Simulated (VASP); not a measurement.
# Si (Fd-3m) in VASP: settings compared

Aim: see how the results for Si move with the level of theory and the settings. Levels: PBEsol+D3(BJ), PBE. Tasks: relaxation of cell and atoms, single point.

Everything below comes from runs of VASP 6.6.1. Logs are shortened: lines on timing, memory, paths and dates and some standing lists are left out, and cuts for length are marked.

### 1 The crystal as given

It takes space group Fd-3m (No. 227, cubic). Conventional cell: a = 5.444 Å, b = 5.444 Å, c = 5.444 Å, α = 90.00°, β = 90.00°, γ = 90.00°. Around Si (site symmetry -43m) lie 4 Si at 2.36 Å.

### 2 Relaxation of cell and atoms, PBEsol+D3(BJ)

File INCAR:

```
PREC = Accurate
ENCUT = 600
EDIFF = 1E-7
ISMEAR = -1
SIGMA = 0.05
LREAL = F
LASPH = T
NELM = 80
ALGO = Normal
ISIF = 3
LWAVE = F
LCHARG = F
GGA = PS
IVDW = 12
IBRION = 2
NSW = 60
EDIFFG = -0.01
```

File KPOINTS:

```
regular mesh
0
Gamma
  8 8 8
```

File POSCAR:

```
Si
1.0
    0.0000000000      2.7218511865      2.7218511865
    2.7218511865      0.0000000000      2.7218511865
    2.7218511865      2.7218511865      0.0000000000
Si
2
Direct
    0.5000000000      0.5000000000      0.5000000000
    0.7500000000      0.7500000000      0.7500000000
```

Potentials or basis: VASP PAW PBE potentials, release 64 (Si).

Run with:

```
$ cat potpaw_PBE.64/Si/POTCAR > POTCAR
$ mpirun -np 1 vasp_std > vasp.out
```

OUTCAR:

```text
PREC = Accurate
   ENCUT = 600
   EDIFF = 1E-7
   ISMEAR = -1
   LREAL = F
   LASPH = T
   NELM = 80
   ISIF = 3
   GGA = PS
   IVDW = 12
   IBRION = 2
   NSW = 60
   EDIFFG = -0.01
 IVDW          = 12

 ion  position               nearest neighbor table
   1  0.500  0.500  0.500-   2 2.36   2 2.36   2 2.36   2 2.36
   2  0.750  0.750  0.750-   1 2.36   1 2.36   1 2.36   1 2.36

  LATTYP: Found a face centered cubic cell.
 ALAT       =     5.4437023730

  Lattice vectors:

 A1 = (   0.0000000000,   2.7218511865,   2.7218511865)
 A2 = (   2.7218511865,   0.0000000000,   2.7218511865)
 A3 = (   2.7218511865,   2.7218511865,   0.0000000000)

Analysis of symmetry for initial positions (statically):
=====================================================================
 Subroutine PRICEL returns:
 Original cell was already a primitive cell.

 Routine SETGRP: Setting up the symmetry group for a
 face centered cubic supercell.

 Subroutine GETGRP returns: Found 48 space group operations
 (whereof 24 operations were pure point group operations)
 out of a pool of 48 trial point group operations.

The static configuration has the point symmetry T_d .
 The point group associated with its full space group is O_h .

Analysis of symmetry for dynamics (positions and initial velocities):
=====================================================================
 Subroutine PRICEL returns:
 Original cell was already a primitive cell.

 Routine SETGRP: Setting up the symmetry group for a
 face centered cubic supercell.

 Subroutine GETGRP returns: Found 48 space group operations
 (whereof 24 operations were pure point group operations)
 out of a pool of 48 trial point group operations.

The dynamic configuration has the point symmetry T_d .
 The point group associated with its full space group is O_h .

 Subroutine INISYM returns: Found 48 space group operations
 (whereof 24 operations are pure point group operations),
 and found     1 'primitive' translations

----------------------------------------------------------------------------------------

                                     Primitive cell

  volume of cell :      40.3295

  direct lattice vectors                    reciprocal lattice vectors
     0.000000000  2.721851186  2.721851186    -0.183698507  0.183698507  0.183698507
     2.721851186  0.000000000  2.721851186     0.183698507 -0.183698507  0.183698507
     2.721851186  2.721851186  0.000000000     0.183698507  0.183698507 -0.183698507

  length of vectors
     3.849278863  3.849278863  3.849278863     0.318175148  0.318175148  0.318175148

  position of ions in fractional coordinates (direct lattice)
     0.500000000  0.500000000  0.500000000
     0.750000000  0.750000000  0.750000000

  ion indices of the primitive-cell ions
   primitive index   ion index
                 1           1
                 2           2

----------------------------------------------------------------------------------------

 KPOINTS: regular mesh

Automatic generation of k-mesh.
 Grid dimensions read from file:
 generate k-points for:    8    8    8

 Generating k-lattice:

  Cartesian coordinates                     Fractional coordinates (reciprocal lattice)
    -0.022962313  0.022962313  0.022962313     0.125000000  0.000000000  0.000000000
     0.022962313 -0.022962313  0.022962313     0.000000000  0.125000000  0.000000000
     0.022962313  0.022962313 -0.022962313     0.000000000  0.000000000  0.125000000

  Length of vectors
     0.039771893  0.039771893  0.039771893

  Shift w.r.t. Gamma in fractional coordinates (k-lattice)
     0.000000000  0.000000000  0.000000000

 Subroutine IBZKPT returns following result:
 ===========================================

 Found     29 irreducible k-points:

 Following reciprocal coordinates:
            Coordinates               Weight
  0.000000  0.000000  0.000000      1.000000
  0.125000  0.000000  0.000000      8.000000
  0.250000  0.000000  0.000000      8.000000
  0.375000  0.000000  0.000000      8.000000
  0.500000  0.000000  0.000000      4.000000
  0.125000  0.125000  0.000000      6.000000
[... 16 lines left out ...]
  0.500000  0.250000  0.125000     48.000000
 -0.375000  0.250000  0.125000     24.000000
 [... further k-points ...]
   k-points           NKPTS =     29   k-points in BZ     NKDIM =     29   number of bands    NBANDS=      8
   number of dos      NEDOS =    301   number of ions     NIONS =      2
   total plane-waves  NPLWV =  32768
   dimension x,y,z NGX =    32 NGY =   32 NGZ =   32
   dimension x,y,z NGXF=    64 NGYF=   64 NGZF=   64
   ions per type =               2
   NGX,Y,Z   is equivalent  to a cutoff of  13.82, 13.82, 13.82 a.u.
   NGXF,Y,Z  is equivalent  to a cutoff of  27.64, 27.64, 27.64 a.u.
 SYSTEM =  unknown system
   PREC   = accura    normal or accurate (medium, high low for compatibility)
   ISTART =      0    job   : 0-new  1-cont  2-samecut
   ICHARG =      2    charge: 1-file 2-atom 10-const
   ISPIN  =      1    spin polarized calculation?
   LNONCOLLINEAR =      F non collinear calculations
   LSORBIT =      F    spin-orbit coupling
   LASPH  =      T    aspherical Exc in radial PAW
   ENCUT  =  600.0 eV  44.10 Ry    6.64 a.u.   7.69  7.69  7.69*2*pi/ulx,y,z
   NELM   =     80;   NELMIN=  2; NELMDL= -5     # of ELM steps
   EDIFF  = 0.1E-06   stopping-criterion for ELM
   LREAL  =      F    real-space projection
   EDIFFG = -.1E-01   stopping-criterion for IOM
   NSW    =     60    number of steps for IOM
   IBRION =      2    ionic relax: 0-MD 1-quasi-New 2-CG
   NFREE  =      1    steps in history (QN), initial steepest desc. (CG)
   ISIF   =      3    stress and relaxation
   ISYM   =      2    0-nonsym 1-usesym 2-fastsym
   POTIM  = 0.5000    time-step for ionic-motion
   TEBEG  =    0.0;   TEEND  =   0.0 temperature during run
   PSTRESS=    0.0 pullay stress
   NELECT =       8.0000    total number of electrons
   NUPDOWN=      -1.0000    fix difference up-down
   EMIN   =  10.00;   EMAX   =-10.00  energy-range for DOS
   EFERMI =   0.00;   METHOD = LEGACY
   ISMEAR =    -1;   SIGMA  =   0.05  broadening in eV -4-tet -1-fermi 0-gaus
   EFERMI_NEDOS =   21; number of points for ismear=-14 and -15
   IALGO  =     38    algorithm
   IMIX   =      4    mixing-type and parameters
     AMIX     =   0.40;   BMIX     =  1.00
     AMIX_MAG =   1.60;   BMIX_MAG =  1.00
  volume/ion in A,a.u.               =      20.16       136.08
  Fermi-wavevector in a.u.,A,eV,Ry     =   0.954766  1.804247 12.402783  0.911579
  Thomas-Fermi vector in A             =   2.083543
   LORBIT       =      0    0 simple, 1 ext, 2 COOP (PROOUT), +10 PAW based schemes
   GGA     = PS    functional components
   LHFCALC =     F    Hartree Fock is set to
   AEXX    =    0.0000 exact exchange contribution
   IVDW    =    12    specifies the selected vdW correction
   LEPSILON=     F    determine dielectric tensor
   LRPA    =     F    only Hartree local field effects (RPA)
 conjugate gradient relaxation of ions
 non-spin polarized calculation
  energy-cutoff  :      600.00
  volume of cell :       40.33
 maximum number of plane-waves:      1365
   NGX = 15   NGY = 15   NGZ = 15

--------------------------------------- Ionic step        1  -------------------------------------------

 number of electron       8.0000000 magnetization

 Free energy of the ion-electron system (eV)
  ---------------------------------------------------
  ext. energy  EPLUGINS =         0.00000000
  ---------------------------------------------------
  free energy    TOTEN  =       -11.48888789 eV

  energy without entropy =      -11.48881993  energy(sigma->0) =      -11.48885391

------------------------ aborting loop because EDIFF is reached ----------------------------------------

 Edisp (eV)   -0.53916

 E8    (eV) :    -0.3415

  FORCE on cell =-STRESS in cart. coord.  units (eV):
  Direction    XX          YY          ZZ          XY          YZ          ZX
  --------------------------------------------------------------------------------------
  -------------------------------------------------------------------------------------
  Total      -0.57622    -0.57622    -0.57622     0.00000    -0.00000     0.00000
  in kB     -22.89171   -22.89171   -22.89171     0.00000    -0.00000     0.00000
  external pressure =      -22.89 kB  Pullay stress =        0.00 kB
[... 61 lines left out ...]
  energy  without entropy=      -12.0319958212  energy(sigma->0) =      -12.03205781

--------------------------------------- Ionic step        3  -------------------------------------------

 number of electron       8.0000000 magnetization

 Free energy of the ion-electron system (eV)
  ---------------------------------------------------
  ext. energy  EPLUGINS =         0.00000000
  ---------------------------------------------------
  free energy    TOTEN  =       -11.48383721 eV

  energy without entropy =      -11.48373994  energy(sigma->0) =      -11.48378858

 E-fermi :   6.1914     XC(G=0):  -9.6226

 val. band max:        5.9769910174   @ k =   0.0000   0.0000   0.0000
 cond. band min:       6.4496324615   @ k =   0.3750   0.3750   0.0000
 fundamental gap:      0.4726414441
 Fermi energy:         6.1913849764

 k-point     1 :       0.0000    0.0000    0.0000
  band No.  band energies     occupation
      1      -6.1400      2.00000
      2       5.9770      1.97290
      3       5.9770      1.97290
      4       5.9770      1.97290
      5       8.5006      0.00000
      6       8.5006      0.00000
      7       8.5006      0.00000
      8       9.5097      0.00000
[... 243 lines left out ...]
 k-point    24 :      -0.3750    0.2500    0.1250
  band No.  band energies     occupation
      1      -3.1958      2.00000
      2      -0.9087      2.00000
      3       2.4362      2.00000
      4       3.7515      2.00000
      5       9.0003      0.00000
      6       9.0148      0.00000
      7      11.8914      0.00000
      8      13.0625      0.00000

 [... further k-points ...]

------------------------ aborting loop because EDIFF is reached ----------------------------------------

 Edisp (eV)   -0.55160

 E8    (eV) :    -0.3493

  FORCE on cell =-STRESS in cart. coord.  units (eV):
  Direction    XX          YY          ZZ          XY          YZ          ZX
  --------------------------------------------------------------------------------------
  -------------------------------------------------------------------------------------
  Total       0.00097     0.00097     0.00097    -0.00000    -0.00000    -0.00000
  in kB       0.03940     0.03940     0.03940    -0.00000    -0.00000    -0.00000
  external pressure =        0.04 kB  Pullay stress =        0.00 kB
[... 17 lines left out ...]
  FREE ENERGIE OF THE ION-ELECTRON SYSTEM (eV)
  ---------------------------------------------------
  free  energy   TOTEN  =       -12.0354404928 eV

  energy  without entropy=      -12.0353432176  energy(sigma->0) =      -12.03539186

 reached required accuracy - stopping structural energy minimisation
```

Run time: 33 s. Hardware: 1 thread of Intel Xeon Platinum 8488C (Sapphire Rapids), shared host; peak memory 0.18 GiB.

Results:

```
Free energy                            : -12.0354 eV
Relaxed volume                         : 19.66 Å³/atom
Relaxed cell                           : a = 3.817 Å, b = 3.817 Å, c = 3.817 Å, α = 60.00°, β = 60.00°, γ = 60.00°
Space group after relaxing (to 0.05 Å) : Fd-3m (No. 227)
Energy gained by relaxing              : 3.7 meV/atom
Ionic steps                            : 3
Pressure after relaxing                : 0.0 GPa
Band gap on the k mesh                 : 0.47 eV, indirect (least direct gap 2.52 eV)
Dispersion energy per atom             : -0.276 eV
```

The path:
| step | energy change (eV) | largest force (eV/Å) | pressure (GPa) | volume (Å³) |
| --- | --- | --- | --- | --- |
| 1 | 0.0000 | 0.0000 | -2.29 | 40.33 |
| 2 | -0.0041 | 0.0000 | 1.67 | 38.67 |
| 3 | -0.0074 | 0.0000 | 0.00 | 39.32 |

Final structure:
```yaml
crystal:
  lattice:
    - [0.00000, 2.69897, 2.69897]
    - [2.69897, 0.00000, 2.69897]
    - [2.69897, 2.69897, 0.00000]
  atoms:
    - { symbol: Si, position: [0.50000, 0.50000, 0.50000] }
    - { symbol: Si, position: [0.75000, 0.75000, 0.75000] }
```

Levels at points of the mesh, in eV from the valence-band top:
```
           k point  band 2  band 3  band 4  band 5  band 6  band 7
(0.00, 0.00, 0.00)    0.00    0.00    0.00    2.52    2.52    2.52
(0.50, 0.00, 0.00)   -7.10   -1.22   -1.22    1.53    3.26    3.26
(0.50, 0.50, 0.00)   -7.89   -2.92   -2.92    0.55    0.55   10.22
```

Caveat: the PAW data sets were made with another functional, which shifts forces and pressure a little. A k mesh can miss the band edges.

### 3 Single point, PBE

File INCAR:

```
  PREC = Accurate
  ENCUT = 450
  EDIFF = 1E-6
  ISMEAR = 0
  SIGMA = 0.02
  LREAL = F
  LASPH = T
  NELM = 60
  ALGO = Normal
  ISIF = 2
  LWAVE = F
  LCHARG = F
  GGA = PE
  NBANDS = 11
```

File KPOINTS:

```
Automatic mesh
0
Gamma
  4 4 4
```

POSCAR is that of step 2.

Potentials or basis: VASP PAW PBE potentials, release 64 (Si_GW).

Run with:

```
$ cat potpaw_PBE.64/Si_GW/POTCAR > POTCAR
$ mpirun -np 1 vasp_std > vasp.out
```

Wall time 5.3 s (1 thread of Intel Xeon Platinum 8259CL at 2.50GHz (Skylake/Cascade Lake), shared host); peak memory 0.14 GiB.

Results (log left out):

```yaml
Free_energy: -10.6554 eV
Pressure: 1.9 GPa
Band_gap_on_the_k_mesh: 0.71 eV, indirect (least direct gap 2.54 eV)
```

Levels at points of the mesh, in eV from the valence-band top:
```
           k point  band 1  band 2  band 3  band 4  band 5  band 6  band 7  band 8
(0.00, 0.00, 0.00)  -11.92    0.00    0.00    0.00    2.54    2.54    2.54    3.28
(0.50, 0.00, 0.00)   -9.61   -6.95   -1.20   -1.20    1.50    3.32    3.32    7.71
(0.50, 0.50, 0.00)   -7.80   -7.80   -2.84   -2.84    0.71    0.71   10.04   10.04
```

Caveat: the k mesh is coarse (spacing up to 0.50 Å⁻¹), so the values aren't converged. Expect the measured gap to be larger: semilocal functionals such as PBE lack the derivative discontinuity.
